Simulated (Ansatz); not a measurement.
# Dielectric response of KCl (001) films

How well do thin rocksalt KCl (001) films screen a perpendicular field?

Calculated with Ansatz 0.2.0; plane-wave DFT, LDA, Ansatz PAW.

Most raw output is cut from this account.

## Step 1: The structure

The cell holds 6 atoms: 3 K and 3 Cl. Its edges and angles: a = 4.448 Å, b = 4.448 Å, c = 24.290 Å, α = 90.0°, β = 90.0°, γ = 90.0°. It derives from KCl (rocksalt KCl). Vacuum lies along c.

## Step 2: Relaxation, 6 atoms, units 3

The structure is relaxed first, because levels and dipoles at a surface follow the positions of the outer atoms.

The input, input.yaml:

```yaml
crystal:
  lattice:
    - [4.44770165, 0.0, 0.0]
    - [0.0, 4.44770165, 0.0]
    - [0.0, 0.0, 24.29]
  atoms:
    - { symbol: K, position: [0.5, 0.5, 0.3705228489] }
    - { symbol: Cl, position: [0.0, 0.0, 0.3705228489] }
    - { symbol: K, position: [0.0, 0.0, 0.5] }
    - { symbol: Cl, position: [0.5, 0.5, 0.5] }
    - { symbol: K, position: [0.5, 0.5, 0.6294771511] }
    - { symbol: Cl, position: [0.0, 0.0, 0.6294771511] }
kpoints:
  mp_grid: { grid: [6, 6, 1] }
hamiltonian:
  xc: lda
scf:
  occupations: { method: fixed }
  convergence: { dr2_threshold: 1.0e-09 }
efield:
  axis: 3
  dipole_correction: true
  ramp_position: 0.97
  ramp_width: 0.06
relax:
  f_tol: 0.003
  max_steps: 100
output:
  write_potential: true
  write_density: true
  volumetric_format: npy
```

Command:

```sh
$ ansatz run input.yaml --threads 4 --pin off --max-ram 12288MiB --backend cpu --events-out ev --progress --plain --runs-dir out
```

Wall time 12 s (4 threads of Arm Neoverse V1, shared host); peak memory 0.67 GiB.

Relaxation path:

```csv
step,energy less that of the first step (eV),largest force component (eV/Å)
1,0.0000,0.1807
2,-0.0378,0.0735
3,-0.0447,0.0498
4,-0.0466,0.0053
5,-0.0466,0.0007
```

Forces are held to the 8 operations that the run works with; a distortion that breaks them can't arise in this run.

The atoms that moved most (Å):

```csv
atom,dx,dy,dz,length
K5,0.000,0.000,-0.161,0.161
K1,0.000,0.000,0.161,0.161
Cl2,0.000,0.000,0.135,0.135
Cl6,0.000,0.000,-0.135,0.135
```

Final coordinates:

```xyz
6
Lattice="4.4477 0.0000 0.0000 0.0000 4.4477 0.0000 0.0000 0.0000 24.2900" Properties=species:S:1:pos:R:3
K     2.2239    2.2239    9.1609
Cl    0.0000    0.0000    9.1347
K     0.0000    0.0000   12.1450
Cl    2.2239    2.2239   12.1450
K     2.2239    2.2239   15.1291
Cl    0.0000    0.0000   15.1553
```

Numbers from this step:

| Quantity | Value |
| --- | --- |
| gap on the k-mesh | 4.857 eV |
| dipole along the normal | -1.93e-6 e·Å |
| ionisation energy, upper face | 6.432 eV |
| electron affinity, upper face | 1.575 eV |

Running mean over 3.145 Å of the planar mean; the ramp of the sawtooth is left out. Table of electron's electrostatic potential energy less the highest filled level by z:

```csv
z (Å),electron's electrostatic potential energy less the highest filled level (eV)
3.0,6.43
3.5,6.43
4.0,6.43
4.5,6.43
5.0,6.43
5.5,6.43
6.0,6.40
6.5,6.30
7.0,5.80
7.5,4.30
8.0,2.62
8.5,1.85
9.0,1.70
9.5,1.66
10.0,1.48
10.5,1.20
11.0,1.29
11.5,1.60
12.0,1.70
12.5,1.68
13.0,1.48
13.5,1.20
14.0,1.29
14.5,1.59
15.0,1.68
15.5,1.74
16.0,2.05
16.5,3.26
17.0,5.04
17.5,6.11
18.0,6.36
18.5,6.42
19.0,6.43
19.5,6.43
20.0,6.43
20.5,6.43
21.0,6.43
```

The relaxation took 5 steps and lowered the energy by 0.047 eV; the largest force on the free atoms ends at 6.6e-4 eV/Å.

The gap is 4.86 eV, with the valence edge 6.43 eV and the conduction edge 1.58 eV under the upper vacuum level.

## Step 3: Single point on the relaxed film, 6 atoms, units 3

The film was relaxed beforehand; a single point on the relaxed positions gives its levels and potential.

input.yaml, the sections that differ from step 2:

```yaml
crystal:
  lattice:
    - [4.44770165, 0.0, 0.0]
    - [0.0, 4.44770165, 0.0]
    - [0.0, 0.0, 24.29]
  atoms:
    - { symbol: K, position: [0.5, 0.5, 0.3771472091] }
    - { symbol: Cl, position: [0.0, 0.0, 0.3760695358] }
    - { symbol: K, position: [0.0, 0.0, 0.4999999917] }
    - { symbol: Cl, position: [0.5, 0.5, 0.5000000119] }
    - { symbol: K, position: [0.5, 0.5, 0.6228527777] }
    - { symbol: Cl, position: [0.0, 0.0, 0.6239304739] }
output:
  eigenvalues: true
  write_potential: true
  write_density: true
  volumetric_format: npy
# kpoints, hamiltonian, scf, efield: as in step 2
# relax: removed
```

It took 4 s on 4 threads; peak memory 0.7 GiB.

This step gave:

- dipole along the normal: -2.07e-6 e·Å

Running mean over 3.145 Å of the planar mean; the ramp of the sawtooth is left out. Electron's electrostatic potential energy less the highest filled level against z:

(Unchanged from step 2.)

The gap is 4.86 eV, with the valence edge 6.43 eV and the conduction edge 1.58 eV under the upper vacuum level.

## Step 4: Atoms held, 6 atoms, units 3, field 0.1 V/Å

A sawtooth potential applies the field, turning back in the middle of the vacuum. With the dipole correction the typed value is the field outside the slab. The induced dipole is small, so the SCF threshold is tight.

Edit input.yaml of step 3 so:

```diff
@@ -18,3 +18,3 @@
   occupations: { method: fixed }
-  convergence: { dr2_threshold: 1.0e-09 }
+  convergence: { dr2_threshold: 1.0e-10 }
 efield:
@@ -24,4 +24,4 @@
   ramp_width: 0.06
+  amplitude: 0.1
 output:
-  eigenvalues: true
   write_potential: true
```

Run time: 4.9 s. Hardware: 4 threads; peak memory 0.68 GiB.

Numbers from this step:

| Property | Result |
| --- | --- |
| gap on the k-mesh | 4.705 eV |
| dipole along the normal | 0.06077 e·Å |

The dipole is 0.0608 e·Å, and the gap on the mesh 4.705 eV.

## Step 5: Atoms held, 6 atoms, units 3, field -0.1 V/Å

Edit input.yaml of step 4 so:

```diff
@@ -24,3 +24,3 @@
   ramp_width: 0.06
-  amplitude: 0.1
+  amplitude: -0.1
 output:
```

It took 4.4 s on 4 threads; peak memory 0.68 GiB.

The dipole is -0.0608 e·Å, and the gap on the mesh 4.705 eV.

## Step 6: Response with the atoms held, 6 atoms, units 3

This step: plane-wave DFT, LDA, Ansatz PAW; response to a field along the normal, atoms held (Ansatz 0.2.0).

The two fields give this film's response with the atoms held: the electronic part.

This step gave:

```
equivalent conductor thickness p/(ε₀AE) : 5.559 Å
distance between the outer atoms        : 6.021 Å
thickness                               : 9.435 Å
```

Local field over the applied field, running mean. From the potentials at -0.1 and 0.1 V/Å; running mean over 3.145 Å, taken twice. Table of local field over applied field by z:

```csv
z (Å),local field over applied field
4.5,0.994
5.0,0.985
5.5,0.964
6.0,0.925
6.5,0.867
7.0,0.791
7.5,0.706
8.0,0.620
8.5,0.541
9.0,0.477
9.5,0.433
10.0,0.410
10.5,0.402
11.0,0.400
11.5,0.400
12.0,0.400
12.5,0.400
13.0,0.400
13.5,0.400
14.0,0.404
14.5,0.418
15.0,0.449
15.5,0.502
16.0,0.573
16.5,0.656
17.0,0.742
17.5,0.824
18.0,0.894
18.5,0.944
19.0,0.975
19.5,0.990
20.0,0.996
```

The induced electron density oscillates, so the rows of the table below give means over windows of 1 Å about each position, cut where the curve ends. Its maxima inside the range that stand out by 2 % of the span (Å: e/Å³ per V/Å): 8.2: 0.00336, 11.3: 0.00295, 14.4: 0.00300. Its minima: 9.9: -0.00300, 13.0: -0.00295, 16.1: -0.00336.

Electrons, planar mean, per unit field. The induced electron density by z; means over each step:

z (Å), induced electron density (e/Å³ per V/Å) and a bar from the least value:
```
        5    0.00001 ###############
        6    0.00011 ################
        7    0.00080 ###################
        8    0.00275 ##############################
        9    0.00068 ###################
       10   -0.00226 ###
       11    0.00153 #######################
       12    0.00064 ###################
       13   -0.00220 ###
       14    0.00166 ########################
       15    0.00057 ##################
       16   -0.00278 
       17   -0.00128 ########
       18   -0.00021 ##############
       19   -0.00002 ###############
       20    0.00000 ###############
```

By hand: between -0.1 and 0.1 V/Å the dipole changes by 0.1215 e·Å, a slope of 0.6077 e·Å²/V. A perfect conductor of thickness t has p = ε₀AEt, so t = 180.95 × 0.6077 / 19.782 = 5.56 Å (e/ε₀ = 180.95 V·Å, A in Å²).

The induced dipole is that of a conductor 5.56 Å thick.

## Step 7: Field on, atoms free, 6 atoms, field 0.05 V/Å

This step: plane-wave DFT, LDA, Ansatz PAW (Ansatz 0.2.0).

Now the atoms may follow the field. A weak field makes forces of meV/Å to tens of meV/Å, so the force tolerance is set well below the usual one.

Edit input.yaml of step 5 so:

```diff
@@ -24,3 +24,6 @@
   ramp_width: 0.06
-  amplitude: -0.1
+  amplitude: 0.05
+relax:
+  f_tol: 0.0006
+  max_steps: 70
 output:
```

Run time: 7.9 s. Hardware: 4 threads; peak memory 0.65 GiB; 30 s of CPU time.

The steps of the relaxation:

```csv
step,energy less that of the first step (eV),largest force component (eV/Å)
1,0.0000,0.0237
2,-0.0003,0.0067
3,-0.0003,0.0005
```

Forces are held to the 8 operations that the run works with; a distortion that breaks them can't arise in this run.

Final coordinates:

```cif
data_structure
_symmetry_space_group_name_H-M 'P 1'
_symmetry_Int_Tables_number 1
_cell_length_a 4.4477
_cell_length_b 4.4477
_cell_length_c 24.2900
_cell_angle_alpha 90.000
_cell_angle_beta 90.000
_cell_angle_gamma 90.000
_cell_volume 480.51
loop_
_atom_site_label
_atom_site_type_symbol
_atom_site_fract_x
_atom_site_fract_y
_atom_site_fract_z
_atom_site_occupancy
K1 K 0.50000 0.50000 0.37742 1
Cl2 Cl 0.00000 0.00000 0.37579 1
K3 K 0.00000 0.00000 0.50004 1
Cl4 Cl 0.50000 0.50000 0.49999 1
K5 K 0.50000 0.50000 0.62311 1
Cl6 Cl 0.00000 0.00000 0.62365 1
```

Numbers from this step:

```
gap on the k-mesh       : 4.840 eV
dipole along the normal : 0.04314 e·Å
```

The relaxation took 3 steps and lowered the energy by 3.2e-4 eV; the largest force on the free atoms ends at 5.1e-4 eV/Å.

The dipole is 0.0431 e·Å, and the gap on the mesh 4.840 eV.

## Step 8: Relaxing in the field, 6 atoms, field -0.05 V/Å

The opposite sign, again from the field-free geometry; the difference of the two cancels what relaxes without a field.

Edit input.yaml of step 7 so:

```diff
@@ -24,3 +24,3 @@
   ramp_width: 0.06
-  amplitude: 0.05
+  amplitude: -0.05
 relax:
```

The job ended after 7.8 s (4 threads; peak memory 0.65 GiB).

Step by step:

```csv
step,energy less that of the first step (eV),largest force component (eV/Å)
1,0.0000,0.0237
2,-0.0003,0.0067
3,-0.0003,0.0005
```

Forces are held to the 8 operations that the run works with; a distortion that breaks them can't arise in this run.

The relaxed structure:

```cif
data_structure
_symmetry_space_group_name_H-M 'P 1'
_symmetry_Int_Tables_number 1
_cell_length_a 4.4477
_cell_length_b 4.4477
_cell_length_c 24.2900
_cell_angle_alpha 90.000
_cell_angle_beta 90.000
_cell_angle_gamma 90.000
_cell_volume 480.51
loop_
_atom_site_label
_atom_site_type_symbol
_atom_site_fract_x
_atom_site_fract_y
_atom_site_fract_z
_atom_site_occupancy
K1 K 0.50000 0.50000 0.37689 1
Cl2 Cl 0.00000 0.00000 0.37635 1
K3 K 0.00000 0.00000 0.49996 1
Cl4 Cl 0.50000 0.50000 0.50001 1
K5 K 0.50000 0.50000 0.62258 1
Cl6 Cl 0.00000 0.00000 0.62421 1
```

The relaxation took 3 steps and lowered the energy by 3.2e-4 eV; the largest force on the free atoms ends at 5.1e-4 eV/Å.

The dipole is -0.0431 e·Å, and the gap on the mesh 4.840 eV.

## Step 9: Response with the atoms relaxed, 6 atoms, units 3

This step: plane-wave DFT, LDA, Ansatz PAW; response to a field along the normal, atoms relaxed (Ansatz 0.2.0).

The two relaxed runs give the static response.

This step gave:

```yaml
equivalent_conductor_thickness_p_eps_0ae: 7.892 Å
```

Local field over the applied field, running mean. From the potentials at -0.05 and 0.05 V/Å; running mean over 3.145 Å, taken twice. Local field over applied field against z:

```csv
z (Å),local field over applied field
4.5,0.993
5.0,0.977
5.5,0.935
6.0,0.869
6.5,0.787
7.0,0.673
7.5,0.536
8.0,0.402
8.5,0.301
9.0,0.236
9.5,0.178
10.0,0.154
10.5,0.187
11.0,0.231
11.5,0.251
12.0,0.241
12.5,0.245
13.0,0.249
13.5,0.213
14.0,0.170
14.5,0.156
15.0,0.201
15.5,0.262
16.0,0.337
16.5,0.456
17.0,0.594
17.5,0.725
18.0,0.824
18.5,0.898
19.0,0.957
19.5,0.986
20.0,0.996
```

The induced dipole is that of a conductor 7.89 Å thick.

## Step 10: Relaxing the film, 10 atoms, units 5

This step: plane-wave DFT, LDA, Ansatz PAW (Ansatz 0.2.0).

System of this step: KCl (001), 5 units. The cell holds 10 atoms: 5 K and 5 Cl. Cell: a = 4.448 Å, b = 4.448 Å, c = 30.580 Å, α = 90.0°, β = 90.0°, γ = 90.0°. It derives from KCl (rocksalt KCl). Vacuum lies along c.

The next thickness, treated alike, so that differences show the interior and the faces cancel.

The input, input.yaml:

```yaml
crystal:
  lattice:
    - [4.44770165, 0.0, 0.0]
    - [0.0, 4.44770165, 0.0]
    - [0.0, 0.0, 30.58]
  atoms:
    - { symbol: K, position: [0.5, 0.5, 0.2943100065] }
    - { symbol: Cl, position: [0.0, 0.0, 0.2943100065] }
    - { symbol: K, position: [0.0, 0.0, 0.3971550033] }
    - { symbol: Cl, position: [0.5, 0.5, 0.3971550033] }
    - { symbol: K, position: [0.5, 0.5, 0.5] }
    - { symbol: Cl, position: [0.0, 0.0, 0.5] }
    - { symbol: K, position: [0.0, 0.0, 0.6028449967] }
    - { symbol: Cl, position: [0.5, 0.5, 0.6028449967] }
    - { symbol: K, position: [0.5, 0.5, 0.7056899935] }
    - { symbol: Cl, position: [0.0, 0.0, 0.7056899935] }
kpoints:
  mp_grid: { grid: [6, 6, 1] }
hamiltonian:
  xc: lda
scf:
  occupations: { method: fixed }
  convergence: { dr2_threshold: 1.0e-09 }
efield:
  axis: 3
  dipole_correction: true
  ramp_position: 0.97
  ramp_width: 0.06
relax:
  f_tol: 0.003
  max_steps: 100
output:
  write_potential: true
  write_density: true
  volumetric_format: npy
```

Wall time 28 s (4 threads); peak memory 0.94 GiB.

Step by step:

```csv
step,energy less that of the first step (eV),largest force component (eV/Å)
1,0.0000,0.1815
2,-0.0648,0.0810
3,-0.0780,0.0560
4,-0.0815,0.0064
5,-0.0816,0.0007
```

Forces are held to the 8 operations that the run works with; a distortion that breaks them can't arise in this run.

The atoms that moved most (Å):

```csv
atom,dx,dy,dz,length
K1,0.000,0.000,0.292,0.292
K9,0.000,0.000,-0.292,0.292
Cl10,0.000,0.000,-0.265,0.265
Cl2,0.000,0.000,0.265,0.265
Cl8,0.000,0.000,-0.131,0.131
Cl4,0.000,0.000,0.131,0.131
K3,0.000,0.000,0.126,0.126
K7,0.000,0.000,-0.126,0.126
```

The relaxation took 5 steps and lowered the energy by 0.082 eV; the largest force on the free atoms ends at 6.8e-4 eV/Å.

The gap is 4.86 eV, with the valence edge 6.45 eV and the conduction edge 1.59 eV under the upper vacuum level.

## Step 11: The relaxed film, single point, 10 atoms, units 5

input.yaml, the sections that differ from step 10:

```yaml
crystal:
  lattice:
    - [4.44770165, 0.0, 0.0]
    - [0.0, 4.44770165, 0.0]
    - [0.0, 0.0, 30.58]
  atoms:
    - { symbol: K, position: [0.5, 0.5, 0.3038633044] }
    - { symbol: Cl, position: [0.0, 0.0, 0.302959625] }
    - { symbol: K, position: [0.0, 0.0, 0.4012826192] }
    - { symbol: Cl, position: [0.5, 0.5, 0.4014333774] }
    - { symbol: K, position: [0.5, 0.5, 0.5000000031] }
    - { symbol: Cl, position: [0.0, 0.0, 0.4999999976] }
    - { symbol: K, position: [0.0, 0.0, 0.5987173844] }
    - { symbol: Cl, position: [0.5, 0.5, 0.598566619] }
    - { symbol: K, position: [0.5, 0.5, 0.696136696] }
    - { symbol: Cl, position: [0.0, 0.0, 0.6970403738] }
output:
  eigenvalues: true
  write_potential: true
  write_density: true
  volumetric_format: npy
  elf: true
# kpoints, hamiltonian, scf, efield: as in step 10
# relax: removed
```

Elapsed: 9.2 s, on 4 threads; peak memory 1 GiB; 35 s of CPU time.

The gap is 4.86 eV, with the valence edge 6.45 eV and the conduction edge 1.59 eV under the upper vacuum level.

## Step 12: Atoms held, 10 atoms, units 5, field 0.1 V/Å

Edit input.yaml of step 11 so:

```diff
@@ -22,3 +22,3 @@
   occupations: { method: fixed }
-  convergence: { dr2_threshold: 1.0e-09 }
+  convergence: { dr2_threshold: 1.0e-10 }
 efield:
@@ -28,4 +28,4 @@
   ramp_width: 0.06
+  amplitude: 0.1
 output:
-  eigenvalues: true
   write_potential: true
@@ -33,2 +33 @@
   volumetric_format: npy
-  elf: true
```

Wall time 10 s (4 threads); peak memory 1 GiB; 39 s of CPU time.

The dipole is 0.0998 e·Å, and the gap on the mesh 4.479 eV.

## Step 13: Atoms held, 10 atoms, units 5, field -0.1 V/Å

Edit input.yaml of step 12 so:

```diff
@@ -28,3 +28,3 @@
   ramp_width: 0.06
-  amplitude: 0.1
+  amplitude: -0.1
 output:
```

The job ended after 10 s (4 threads; peak memory 0.98 GiB).

The dipole is -0.0998 e·Å, and the gap on the mesh 4.479 eV.

## Step 14: Response with the atoms held, 10 atoms, units 5

This step: plane-wave DFT, LDA, Ansatz PAW; response to a field along the normal, atoms held (Ansatz 0.2.0).

Local field over the applied field, running mean. From the potentials at -0.1 and 0.1 V/Å; running mean over 3.145 Å, taken twice. Local field over applied field against z:

```csv
z (Å),local field over applied field
5,0.988
6,0.937
7,0.812
8,0.642
9,0.492
10,0.414
11,0.400
12,0.403
13,0.407
14,0.408
15,0.407
16,0.408
17,0.408
18,0.405
19,0.401
20,0.402
21,0.437
22,0.549
23,0.715
24,0.873
25,0.967
26,0.995
```

The induced dipole is that of a conductor 9.13 Å thick.

## Step 15: Field on, atoms free, 10 atoms, units 5, field 0.05 V/Å

This step: plane-wave DFT, LDA, Ansatz PAW (Ansatz 0.2.0).

The same pair of relaxations in the field for this thickness.

Edit input.yaml of step 13 so:

```diff
@@ -28,3 +28,6 @@
   ramp_width: 0.06
-  amplitude: -0.1
+  amplitude: 0.05
+relax:
+  f_tol: 0.0006
+  max_steps: 70
 output:
```

It took 17 s on 4 threads; peak memory 0.92 GiB; 68 s of CPU time.

The steps of the relaxation:

```csv
step,energy less that of the first step (eV),largest force component (eV/Å)
1,0.0000,0.0237
2,-0.0004,0.0038
3,-0.0004,0.0005
```

The run keeps the 8 symmetry operations that it works with, so distortions that break them were not tested.

The relaxed structure:

```cif
data_structure
_symmetry_space_group_name_H-M 'P 1'
_symmetry_Int_Tables_number 1
_cell_length_a 4.4477
_cell_length_b 4.4477
_cell_length_c 30.5800
_cell_angle_alpha 90.000
_cell_angle_beta 90.000
_cell_angle_gamma 90.000
_cell_volume 604.94
loop_
_atom_site_label
_atom_site_type_symbol
_atom_site_fract_x
_atom_site_fract_y
_atom_site_fract_z
_atom_site_occupancy
K1 K 0.50000 0.50000 0.30406 1
Cl2 Cl 0.00000 0.00000 0.30276 1
K3 K 0.00000 0.00000 0.40134 1
Cl4 Cl 0.50000 0.50000 0.40139 1
K5 K 0.50000 0.50000 0.50013 1
Cl6 Cl 0.00000 0.00000 0.49987 1
K7 K 0.00000 0.00000 0.59879 1
Cl8 Cl 0.50000 0.50000 0.59851 1
K9 K 0.50000 0.50000 0.69632 1
Cl10 Cl 0.00000 0.00000 0.69684 1
```

The relaxation took 3 steps and lowered the energy by 4.5e-4 eV; the largest force on the free atoms ends at 4.8e-4 eV/Å.

The dipole is 0.0680 e·Å, and the gap on the mesh 4.790 eV.

## Step 16: Relaxing in the field, 10 atoms, units 5, field -0.05 V/Å

Edit input.yaml of step 15 so:

```diff
@@ -28,3 +28,3 @@
   ramp_width: 0.06
-  amplitude: 0.05
+  amplitude: -0.05
 relax:
```

Elapsed: 17 s, on 4 threads; peak memory 0.92 GiB; 68 s of CPU time.

The steps of the relaxation:

```csv
step,energy less that of the first step (eV),largest force component (eV/Å)
1,0.0000,0.0237
2,-0.0004,0.0038
3,-0.0004,0.0005
```

Forces are held to the 8 operations that the run works with; a distortion that breaks them can't arise in this run.

The relaxation took 3 steps and lowered the energy by 4.5e-4 eV; the largest force on the free atoms ends at 4.8e-4 eV/Å.

The dipole is -0.0680 e·Å, and the gap on the mesh 4.790 eV.

(Continued in part 2 of 2.)

[Logs are printed without paths, hosts, clocks, repeated set-up lines and the standing remarks that a program may print on its own settings, such as how far it seeks lower states.]

[Hosts, paths, dates, database ids (printed as entryN), source tags and the programs' standing remarks are cut or masked in the printed files.]

[Maps of the electrostatic potential energy from Ansatz leave out the sawtooth potential of an applied field or a dipole correction, so their vacuum need not be flat; planar profiles and work functions include it.]
